Question: Why does a lead vacancy hop in PbSe give a perfectly symmetric barrier?

I am looking at a calculation of a lead atom jumping into a neighbouring empty lead site in lead selenide. The energy climbs to a single peak in the middle and comes down through the same values. The image next to the start already sits at about half the peak height. What is the atom climbing over, and is the symmetry a finding or something put in from the outset? I would also like to know whether I can use the peak as the barrier in a diffusion estimate.

Nudged elastic band for a lead atom hopping into a neutral lead vacancy in PbSe (Pb7Se8, fixed 15-atom cell), with three inner images, one climbing. Ansatz 0.2.0, plane-wave DFT with PBEsol and PAW datasets made for PBE, scalar-relativistic, no spin polarisation; cutoff 420 eV, k mesh 4×4×4. Energies are electronic free energies with Gaussian smearing of 0.1 eV.

```
image number  image path length (Å)  image energy (eV over image 0)
           0                  0.000                           0.000
           1                  1.268                           0.550
           2                  2.532                           1.087
           3                  3.796                           0.550
           4                  5.064                           0.000
```

Answer:

The formula Pb7Se8 describes ordinary rock-salt PbSe with one of the eight lead atoms in the cell removed. Image 0 has the vacancy on one lead site, and image 4 has it on the neighbouring site, because the jumping atom has swapped places with it. The images between them are snapshots along the jump. The image energy is counted from image 0, so the peak of 1.087 eV is what the jump costs along this path in this cell.

The likely obstacle is a narrow gap between two selenium atoms. Picture a square with lead sites at two opposite corners and selenium atoms at the other two. The side of the square is the normal Pb–Se distance, 3.05 Å. The lead atom travels along one diagonal, and the selenium atoms sit at the ends of the other. Halfway along, it is at the centre of the square, only half a diagonal from each of them.

In the unrelaxed lattice that half-diagonal is 2.16 Å, which is 29 % shorter than the normal distance. At such short range the filled electron shells of lead and selenium overlap, and the Pauli principle forces electrons into states of higher energy. This repulsion rises steeply as atoms approach, faster than the attraction between them can make up for. Standard chemistry therefore points to the squeeze as the main obstacle in a rigid lattice, although the calculation does not split the energy into such parts.

The crystal does not stay rigid while the atom passes. The calculation began with a first guess at the band between the two relaxed ends, and its peak was 3.69 eV high. Letting the inner images relax took away 2.60 eV, or 71 % of that height. In the middle image the jumping atom stays at the midpoint, where the forces from opposite sides cancel by symmetry. The whole of this fall at the peak must therefore come from the other atoms moving, and the natural reading is that the two selenium atoms are pushed apart and the gap opens.

The path length points the same way. The lead atom's straight jump is 4.32 Å, yet the band is 5.06 Å long. The path length follows the displacements of all the atoms, so it grows when neighbours step aside and then return. The barrier is thus the price of a shared motion. Any squeeze that remains, the strain of the lattice that makes room, and the loosened bonds to the selenium neighbours that the lead atom leaves behind can all contribute, and the calculation does not separate them.

The symmetry follows from the crystal. The two lead sites are equivalent, so the ends must have equal energy. The crystal also looks the same in both directions from the midpoint of the jump, so a path that starts out symmetric stays symmetric as it relaxes. Images 3 and 4 therefore repeat images 1 and 0, and only two energy differences in the table are independent. The equal values do not show that this is the lowest path. A route on which the lead atom bows away from the straight line was not tested, and it could have a lower peak.

The height of image 1 is close to what a simple smooth hill would give. The energy is level at each end, because the ends are relaxed structures. It is level again at the top, because the two slopes mirror each other there. These conditions do not fix the heights in between, but one simple curve that meets them is a single wave:

E(s) = E_top × sin²(π s / L)

Here s is the image path length, L is its value at the last image, E is the image energy and E_top is its value at the peak. For image 1:

s / L = 1.268 / 5.064 = 0.250
E = 1.087 eV × sin²(0.250 π) = 0.54 eV

The calculated value is 0.550 eV, so the estimate is about 1 % too low. The peak height was taken from the table, which leaves image 1 as the only real test, since image 3 is its mirror image. A quarter of the way along is also where a straight ramp would reach half the height, so this one point cannot tell a rounded hill from a pointed one. It does speak against a single parabola through the ends and the peak, which would already stand at three quarters of the height. The output printed after this text sets the wave beside all five images.

For a diffusion estimate, the first concern is the size of the cell. Its edge is exactly twice the jump length, and the cell repeats endlessly in every direction. Along its row the moving lead atom therefore has a vacancy in front of it and another behind it, and all its copies jump at the same moment. With neighbours that give way as much as they do here, the copies can disturb one another's surroundings. The peak is therefore not the barrier of a single vacancy in a large crystal, and the size of the error is unknown until a larger cell is run.

The charge of the vacancy matters too. Taking out a neutral lead atom leaves two holes in the valence band, which is why this cell is metallic although perfect PbSe is a semiconductor. A vacancy that has captured two electrons fills those holes and may have a different barrier, which was not calculated. The calculation also leaves out spin–orbit coupling, which is strong for lead, and it combines PBEsol with PAW datasets made for PBE. The effect of either on this barrier is untested. For a process model, remember as well that the hop barrier is only one ingredient: the diffusion rate also depends on how many vacancies there are and on how the atoms vibrate.

To judge a similar jump in another crystal, first find the narrowest gap on the way and compare its size with a normal bond length. Then ask how easily the atoms around the gap can move aside, because a picture in which they do not give way can overstate the barrier several times over, as the first, unrelaxed band does here. Finally, check whether a symmetry of the crystal swaps the two end sites. If one does, a path that shares this symmetry has a mirror-image profile. If none does, the peak need not lie in the middle, even when the two ends have equal energy.

Output of the analysis:

```
Energy along the band:
  row  fraction of path  energy in eV  smooth estimate in eV  step from previous image in eV
    0                 0             0                      0                             n/a
    1            0.2504          0.55                 0.5448                            0.55
    2               0.5         1.087                  1.087                           0.537
    3            0.7496          0.55                 0.5448                          -0.537
    4                 1             0               1.63e-32                           -0.55
Peak energy above the ends, eV: 1.087
Energy of image 1 as a fraction of the peak: 0.506
Image 1 less smooth estimate, eV: 0.005151
Straight jump of the Pb atom, Å: 4.316
Cell edge divided by jump length: 2
Path length of the band divided by jump length: 1.173
Pb to Se distance in the ideal crystal, Å: 3.051
Midpoint to each of the two Se in the unrelaxed lattice, Å: 2.158
Shortening of that distance against the crystal, percent: 29.29
Peak of the first interpolated band, eV: 3.688
Fall of the peak on relaxing the band, eV: 2.601
Fall of the peak on relaxing the band, percent: 70.53
Image 1 in the first interpolated band, eV: 1.584
Fall of image 1 on relaxing the band, eV: 1.034
```
